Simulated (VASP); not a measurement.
# Ge (Cmmm) in VASP: a series of runs

One crystal, Ge, is run at these levels: PBE; tasks: single point.

Everything below comes from runs of VASP 6.6.1. Logs are shortened: lines on timing, memory, paths and dates and some standing lists are left out, and cuts for length are marked.

## Step 1: The crystal as given

The structure is orthorhombic, space group Cmmm (No. 65). Conventional cell: a = 2.794 Å, b = 5.201 Å, c = 2.698 Å, α = 90.00°, β = 90.00°, γ = 90.00°. Around Ge (site symmetry mmm) lie 8 Ge at 2.70 to 2.95 Å.

This isn't the form of Ge at room conditions, which is diamond.

## Step 2: Single point, PBE

Contents of INCAR:

```
PREC = Accurate ; ENCUT = 400
EDIFF = 1E-7 ; ISMEAR = 0
SIGMA = 0.05 ; LREAL = F
LASPH = T ; NELM = 100
ALGO = Normal ; ISIF = 2
LWAVE = F ; LCHARG = F
GGA = PE ; NBANDS = 13
ADDGRID = F
```

Contents of KPOINTS:

```
Automatic mesh
0
Gamma
  2 2 2
```

Contents of POSCAR:

```
Ge
1.0
    1.3971490000     -2.6005160000      0.0000000000
    1.3971490000      2.6005160000      0.0000000000
    0.0000000000      0.0000000000      2.6982310000
Ge
1
Direct
    0.5000000000      0.5000000000      0.0000000000
```

Potentials or basis: VASP PAW PBE potentials, release 64 (Ge_d).

Command:

```bash
> cat potpaw_PBE.64/Ge_d/POTCAR > POTCAR
> mpirun -np 1 vasp_std > vasp.out
```

OUTCAR:

```text
PREC = Accurate
   ENCUT = 400
   EDIFF = 1E-7
   ISMEAR = 0
   LREAL = F
   LASPH = T
   NELM = 100
   ISIF = 2
   GGA = PE

 Found      6 irreducible k-points:

 Following reciprocal coordinates:
            Coordinates               Weight
  0.000000  0.000000  0.000000      1.000000
  0.500000  0.000000  0.000000      2.000000
  0.500000  0.500000  0.000000      1.000000
  0.000000  0.000000  0.500000      1.000000
  0.500000  0.000000  0.500000      2.000000
  0.500000  0.500000  0.500000      1.000000
   k-points           NKPTS =      6   k-points in BZ     NKDIM =      6   number of bands    NBANDS=     13
   number of dos      NEDOS =    301   number of ions     NIONS =      1
   total plane-waves  NPLWV =   7200
   dimension x,y,z NGX =    20 NGY =   20 NGZ =   18
   dimension x,y,z NGXF=    40 NGYF=   40 NGZF=   36
   ions per type =               1
   NGX,Y,Z   is equivalent  to a cutoff of  11.26, 11.26, 11.09 a.u.
   NGXF,Y,Z  is equivalent  to a cutoff of  22.53, 22.53, 22.18 a.u.
 SYSTEM =  unknown system
   PREC   = accura    normal or accurate (medium, high low for compatibility)
   ISTART =      0    job   : 0-new  1-cont  2-samecut
   ICHARG =      2    charge: 1-file 2-atom 10-const
   ISPIN  =      1    spin polarized calculation?
   LNONCOLLINEAR =      F non collinear calculations
   LSORBIT =      F    spin-orbit coupling
   LASPH  =      T    aspherical Exc in radial PAW
   ENCUT  =  400.0 eV  29.40 Ry    5.42 a.u.   4.81  4.81  4.40*2*pi/ulx,y,z
   NELM   =    100;   NELMIN=  2; NELMDL= -5     # of ELM steps
   EDIFF  = 0.1E-06   stopping-criterion for ELM
   LREAL  =      F    real-space projection
   EDIFFG = 0.1E-05   stopping-criterion for IOM
   NSW    =      0    number of steps for IOM
   IBRION =     -1    ionic relax: 0-MD 1-quasi-New 2-CG
   NFREE  =      0    steps in history (QN), initial steepest desc. (CG)
   ISIF   =      2    stress and relaxation
   ISYM   =      2    0-nonsym 1-usesym 2-fastsym
   POTIM  = 0.5000    time-step for ionic-motion
   TEBEG  =    0.0;   TEEND  =   0.0 temperature during run
   PSTRESS=    0.0 pullay stress
   NELECT =      14.0000    total number of electrons
   NUPDOWN=      -1.0000    fix difference up-down
   EMIN   =  10.00;   EMAX   =-10.00  energy-range for DOS
   EFERMI =   0.00;   METHOD = LEGACY
   ISMEAR =     0;   SIGMA  =   0.05  broadening in eV -4-tet -1-fermi 0-gaus
   EFERMI_NEDOS =   21; number of points for ismear=-14 and -15
   IALGO  =     38    algorithm
   IMIX   =      4    mixing-type and parameters
     AMIX     =   0.40;   BMIX     =  1.00
     AMIX_MAG =   1.60;   BMIX_MAG =  1.00
  volume/ion in A,a.u.               =      19.61       132.31
  Fermi-wavevector in a.u.,A,eV,Ry     =   1.463234  2.765111 29.130796  2.141053
  Thomas-Fermi vector in A             =   2.579353
   LORBIT       =      0    0 simple, 1 ext, 2 COOP (PROOUT), +10 PAW based schemes
   GGA     = PE    functional components
   LHFCALC =     F    Hartree Fock is set to
   AEXX    =    0.0000 exact exchange contribution
   IVDW    =     0    specifies the selected vdW correction
   LEPSILON=     F    determine dielectric tensor
   LRPA    =     F    only Hartree local field effects (RPA)
 non-spin polarized calculation
 Gauss-broadening in eV      SIGMA  =   0.05
  energy-cutoff  :      400.00
  volume of cell :       19.61
 maximum number of plane-waves:       368
 NGX is ok and might be reduce to    20
   NGX =  9   NGY =  9   NGZ =  9

 number of electron      14.0000029 magnetization

 Free energy of the ion-electron system (eV)
  ---------------------------------------------------
  ext. energy  EPLUGINS =         0.00000000
  ---------------------------------------------------
  free energy    TOTEN  =        -5.34834043 eV

  energy without entropy =       -5.34241284  energy(sigma->0) =       -5.34537664

 E-fermi :   4.3554     XC(G=0): -10.9478

 val. band max:        4.3087981833   @ k =   0.5000   0.0000   0.5000
 cond. band min:       4.4019053643   @ k =   0.5000   0.0000   0.5000
 fundamental gap:      0.0931071810
 Fermi energy:         4.3553517738

 k-point     1 :       0.0000    0.0000    0.0000
  band No.  band energies     occupation
      1     -18.2621      2.00000
      2     -18.0003      2.00000
      3     -17.9901      2.00000
      4     -17.9674      2.00000
      5     -17.9397      2.00000
      6      -6.5343      2.00000
      7      12.8771      0.00000
      8      13.4906      0.00000
      9      15.0211      0.00000
     10      16.3888      0.00000
     11      18.9129      0.00000
     12      21.1180      0.00000
     13      21.4087      0.00000

 k-point     2 :       0.5000    0.0000    0.0000
  band No.  band energies     occupation
      1     -18.2092      2.00000
      2     -18.0291      2.00000
      3     -18.0043      2.00000
      4     -17.9783      2.00000
      5     -17.8418      2.00000
      6      -1.5339      2.00000
      7       1.1320      2.00000
      8       9.8307      0.00000
      9      13.8183      0.00000
     10      16.6892      0.00000
     11      22.7850      0.00000
     12      22.8107      0.00000
     13      23.1197      0.00000

 k-point     3 :       0.5000    0.5000    0.0000
  band No.  band energies     occupation
      1     -18.2211      2.00000
      2     -18.0401      2.00000
      3     -17.9936      2.00000
      4     -17.9755      2.00000
      5     -17.8537      2.00000
      6      -2.3783      2.00000
      7       0.9008      2.00000
      8      11.6130      0.00000
      9      15.4818      0.00000
     10      16.0429      0.00000
     11      22.0129      0.00000
     12      22.5205      0.00000
     13      22.8070      0.00000

 k-point     4 :       0.0000    0.0000    0.5000
  band No.  band energies     occupation
      1     -18.0697      2.00000
      2     -18.0488      2.00000
      3     -18.0348      2.00000
      4     -17.9789      2.00000
      5     -17.9301      2.00000
      6      -2.6278      2.00000
      7       0.3960      2.00000
      8      16.4427      0.00000
      9      17.9889      0.00000
     10      22.1683      0.00000
     11      22.5587      0.00000
     12      23.3570      0.00000
     13      24.8949      0.00000

 k-point     5 :       0.5000    0.0000    0.5000
  band No.  band energies     occupation
      1     -18.1255      2.00000
      2     -18.0808      2.00000
      3     -18.0230      2.00000
      4     -17.9198      2.00000
      5     -17.8323      2.00000
      6       2.7772      2.00000
      7       4.3088      1.81207
      8       4.4019      0.18793
      9       9.8327      0.00000
     10      12.8220      0.00000
     11      18.1077      0.00000
     12      19.2913      0.00000
     13      19.4691      0.00000

 k-point     6 :       0.5000    0.5000    0.5000
  band No.  band energies     occupation
      1     -18.1363      2.00000
      2     -18.0468      2.00000
      3     -18.0348      2.00000
      4     -17.9340      2.00000
      5     -17.8480      2.00000
      6       1.8401      2.00000
      7       3.7560      2.00000
      8       4.1140      2.00000
      9       9.4860      0.00000
     10      14.6187      0.00000
     11      19.9147      0.00000
     12      20.9818      0.00000
     13      21.1006      0.00000

------------------------ aborting loop because EDIFF is reached ----------------------------------------

  FORCE on cell =-STRESS in cart. coord.  units (eV):
  Direction    XX          YY          ZZ          XY          YZ          ZX
  --------------------------------------------------------------------------------------
  -------------------------------------------------------------------------------------
  Total       -2.3742479     -1.8246034      6.6703709      0.0000000      0.0000000      0.0000000
  in kB     -194.0105167   -149.0965814    545.0661192      0.0000000      0.0000000      0.0000000
  external PRESSURE =      67.3196737 kB  Pullay stress =       0.0000000 kB

 VOLUME and BASIS-vectors are now :
 -----------------------------------------------------------------------------
  energy-cutoff  :      400.00
  volume of cell :       19.61
      direct lattice vectors                 reciprocal lattice vectors
     1.397149000 -2.600516000  0.000000000     0.357871637 -0.192269534  0.000000000
     1.397149000  2.600516000  0.000000000     0.357871637  0.192269534  0.000000000
     0.000000000  0.000000000  2.698231000     0.000000000  0.000000000  0.370613191

 POSITION                                       TOTAL-FORCE (eV/Angst)
 -----------------------------------------------------------------------------------
      1.39715      0.00000      0.00000        -0.000000      0.000000      0.000000
 -----------------------------------------------------------------------------------
    total drift:                               -0.000000      0.000000     -0.000000

  FREE ENERGIE OF THE ION-ELECTRON SYSTEM (eV)
  ---------------------------------------------------
  free  energy   TOTEN  =        -5.3483404255 eV

  energy  without entropy=       -5.3424128447  energy(sigma->0) =       -5.34537664
```

It took 2.1 s on 1 thread of Intel Xeon 6975P-C (Granite Rapids), shared host; peak memory 0.11 GiB.

These settings aren't checked as converged: the numbers below hold their error.

What came out:

```yaml
Free_energy: -5.3483 eV
Pressure: 6.7 GPa
Band_gap_on_the_k_mesh: none (metal or under the smearing width)
```

Caveat: the k mesh is coarse (spacing up to 1.28 Å⁻¹), so the values aren't converged.

(Continued in part 2 of 2.)
